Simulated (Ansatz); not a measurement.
Relativistic treatment of Pb

```
Pb
1.0
     0.00000    2.49475    2.49475
     2.49475    0.00000    2.49475
     2.49475    2.49475    0.00000
Pb
1
Direct
  0.00000 0.00000 0.00000
```

Structure from Materials Project entry mp-20483 (possibly hypothetical), not relaxed further.

One fixed cell is solved with LDA by all-electron LAPW in Ansatz 0.2.0 under different relativistic treatments. Pressure is positive in compression.

Sampling and basis: a Γ-centred 13×13×13 k mesh, Fermi–Dirac smearing of 0.05 eV, basis error target 1 meV/atom, no spin polarisation.

```csv
setting,P (GPa),"lowest level at Γ above −25 eV, from the valence-band top or, without a gap, the Fermi level (eV)"
scalar-relativistic,-2.92,-17.00
non-relativistic,-0.84,-20.27
with spin–orbit coupling,?,?
```

**Question.** What belongs in the row "with spin–orbit coupling", column "P (GPa)"?

**Answer.** -2.63.

**Question.** Give the missing entry: row "with spin–orbit coupling", column "lowest level at Γ above −25 eV, from the valence-band top or, without a gap, the Fermi level (eV)".

**Answer.** -18.18.
